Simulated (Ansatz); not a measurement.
Take SrF2 in the fluorite structure (space group Fm-3m, No. 225; a = 5.7906 Å) as the base. Axes: x, y, z lie along the cube axes.

The values are results of r2SCAN in Ansatz (plane waves to 500 eV, PAW, no SOC), not measurements.

It is then changed as follows: a free-standing slab of 6 layers (18 atoms, 3 a layer) is cut normal to [111], with 15 Å of vacuum and the in-plane cell held at bulk.

What happens to the gap character, change of the spacing d23 from its bulk value of 0.836 Å and change of the spacing d12 from its bulk value of 0.836 Å?

The gap character is indirect, M → Γ; the change of the spacing d23 from its bulk value of 0.836 Å amounts to +1.0 %; the change of the spacing d12 from its bulk value of 0.836 Å is -3.6 %.

Whether these cells are dynamically stable was not tested. Labels are those of the standard path for the cell's own space group.

Ansatz is a first-principles code.
